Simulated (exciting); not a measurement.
Wanted: the native input for an exciting (release sodium) run.

```
Task                                     : single point
Functional                               : PBEsol
Potentials or basis                      : all-electron LAPW+lo, shipped species files, valence relativity iora*
rgkmax                                   : 9
k mesh                                   : 7 × 7 × 7
Occupations                              : fermi-dirac, width 0.05 eV
Spin                                     : no spin polarisation
gmaxvr (cutoff of density and potential) : 14 1/bohr
lmaxapw (and lmaxmat)                    : 10
lmaxvr                                   : 8
nempty                                   : 18
Valence relativity                       : iora*
epsengy                                  : 1e-05 Ha
epspot                                   : 1e-05 Ha
maxscl                                   : 60
Muffin-tin radii                         : Cu 2.0, Al 2.0 bohr
```

Crystal: Al3Cu.

```
Cu Al
1.0
     3.92415    0.00000    0.00000
     0.00000    3.92415    0.00000
     0.00000    0.00000    3.92415
Cu Al
1 3
Direct
  0.00000 0.00000 0.00000
  0.50000 0.50000 0.00000
  0.50000 0.00000 0.50000
  0.00000 0.50000 0.50000
```

The cell comes from a database or a generator and needn't be the stable form of this composition.

The input as run:

input.xml

```xml
<input>
  <title>Al3Cu</title>
  <structure speciespath="./" tshift="false">
    <crystal scale="1">
      <basevect>7.415570661676 0.000000000000 0.000000000000</basevect>
      <basevect>0.000000000000 7.415570661676 0.000000000000</basevect>
      <basevect>0.000000000000 0.000000000000 7.415570661676</basevect>
    </crystal>
    <species speciesfile="Cu.xml" rmt="2">
      <atom coord="0.000000000000 0.000000000000 0.000000000000"/>
    </species>
    <species speciesfile="Al.xml" rmt="2">
      <atom coord="0.500000000000 0.500000000000 0.000000000000"/>
      <atom coord="0.500000000000 0.000000000000 0.500000000000"/>
      <atom coord="0.000000000000 0.500000000000 0.500000000000"/>
    </species>
  </structure>
  <groundstate do="fromscratch" ngridk="7 7 7" rgkmax="9" gmaxvr="14" lmaxapw="10" lmaxmat="10" lmaxvr="8" xctype="GGA_PBE_SOL" stype="Fermi Dirac" swidth="0.00183747" nempty="18" ValenceRelativity="iora*" epsengy="1e-05" epspot="1e-05" maxscl="60" tforce="true" outputlevel="normal"/>
</input>
```

Potentials or basis: all-electron LAPW+lo, shipped species files, valence relativity iora*.

Run with:

```bash
$ OMP_NUM_THREADS=1 exciting_smp
```

Results of the run:

- Band gap on the k mesh: none (metal or under the smearing width)
- All electrons inside the program's atomic spheres: Cu 27.33; Al 10.88 (radii Cu 2.0, Al 2.0 bohr)

Caveat: the log's total energy holds no entropy term; the free energy is that total less TS from the occupations.

Run time: 5.8 min on 1 thread of Arm Neoverse V2, with other jobs on the host, peak memory 0.2 GiB.
